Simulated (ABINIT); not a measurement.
The system is Si2Ni.

```xyz
3
Lattice="0.0000 2.7030 2.7030 2.7030 0.0000 2.7030 2.7030 2.7030 0.0000" Properties=species:S:1:pos:R:3 pbc="T T T"
Ni    0.0000    0.0000    0.0000
Si    4.0545    4.0545    4.0545
Si    1.3515    1.3515    1.3515
```

```yaml
Program: ABINIT 10.8.3 (patched build)
Task: relaxation of cell and atoms
Functional: LDA
Potentials_or_basis: PseudoDojo NC SR LDA v0.4.1 standard
Cutoff: 1333 eV
k_mesh: 7 × 7 × 7
Occupations: fermi-dirac, width 0.05 eV
Spin: collinear spin, ferromagnetic start
Starting_moments: "[1.0, 0.0, 0.0] μB"
```

At the start: pressure -5.5 GPa; volume 13.17 Å³/atom.

Q: How do energy, volume and symmetry change on relaxing?

A: Over 4 steps the energy falls by 7.7 meV/atom and the volume is 12.73 Å³/atom (-3.3 %); space group Fm-3m (No. 225, to 0.05 Å); moment 0.00 μB per cell.

The path:
| step | energy change (eV) | largest force (eV/Å) | pressure (GPa) | volume (Å³) |
| --- | --- | --- | --- | --- |
| 1 | 0.0000 | 0.0000 | -5.48 | 39.50 |
| 2 | -0.0172 | 0.0000 | -2.87 | 38.84 |
| 3 | -0.0232 | 0.0000 | 0.15 | 38.15 |
| 4 | -0.0232 | 0.0000 | 0.00 | 38.18 |

Final structure:
```
Ni Si
1.0
     0.00000    2.67264    2.67264
     2.67264    0.00000    2.67264
     2.67264    2.67264    0.00000
Ni Si
1 2
Direct
  0.00000 0.00000 0.00000
  0.75000 0.75000 0.75000
  0.25000 0.25000 0.25000
```

Caveat: small starting moments can end in a higher magnetic state in this program.
